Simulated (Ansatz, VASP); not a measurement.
**Two plane-wave programs on BeTe**

```
Be Te
1.0
     1.82205   -4.89154    0.00000
     1.82205    4.89154    0.00000
     0.00000    0.00000    3.63915
Be Te
1 1
Direct
  0.50000 0.50000 0.50000
  0.00000 0.00000 0.00000
```

Change from the starting cell: volume scaled by 1.06.

Alike in both runs: task single point; functional PBE; k mesh 8 × 8 × 8; occupations fermi-dirac, width 0.05 eV; no spin polarisation.

|  | VASP | Ansatz |
| --- | --- | --- |
| version | VASP 6.6.1 | Ansatz 0.2.0 |
| potentials or method | VASP PAW PBE potentials, release 64 (Be, Te) | Ansatz PAW |
| plane-wave cutoff (eV) | 520 | 420 |
| valence electrons in the cell | 8 | 18 |

```csv
,VASP,Ansatz,Ansatz less VASP
gap on the k mesh at the Fermi level (eV),none,none,-
pressure (GPa),-1.9,-2.0,-0.06
largest component of the traceless stress (GPa),1.91,1.97,+0.059
```

A gap of «none» marks a metal or a gap that the smearing closes. With one functional, cell and mesh, what is left measures potentials, basis and numerics. The two sets of potentials don't hold the same shells in valence.

The runs have no spin-orbit coupling, so splittings on Te are missing.
